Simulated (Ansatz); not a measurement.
Runs of Ansatz 0.2.0 on Li. It takes space group P4/mmm (No. 123, tetragonal). The conventional cell has a = 5.334 Å, b = 5.334 Å, c = 2.803 Å, α = 90.00°, β = 90.00°, γ = 90.00°. Around Li (site symmetry mmm) lie 4 Li at 2.67 to 2.80 Å. Li (site symmetry 4/mmm) is surrounded by 6 Li at 2.67 to 2.80 Å. The cell was built by a generator and needn't be a form met in nature.

| level | cutoff (eV) | gap on the mesh (eV) | pressure (GPa) |
| --- | --- | --- | --- |
| LDA | 420 | none | (a) |
| PBE | 420 | none | 0.0 |
| PBEsol | 420 | none | 0.0 |
| BLYP | 420 | none | 0.1 |
| RPBE | 420 | none | 0.4 |
| r2SCAN | 500 | none | 0.4 |
| revPBE | 420 | none | 0.4 |

Alike in all rows: task band structure; potentials or basis Ansatz PAW; no spin polarisation; cell as given; k mesh 5 × 5 × 9; smearing fermi-dirac 0.05 eV.

Problem. Fill in the values left out.

Solution. (a) -0.5.

Caveats: the PAW data sets come from PBE, with cores solved anew for the run's functional, which leaves a small shift of forces and pressure (some runs); the potentials were made for another functional, which shifts forces and pressure (some runs).

A k mesh can miss the band edges.

A gap of «none» marks a metal or a gap under the smearing width.

Not every run made on this cell is shown here.
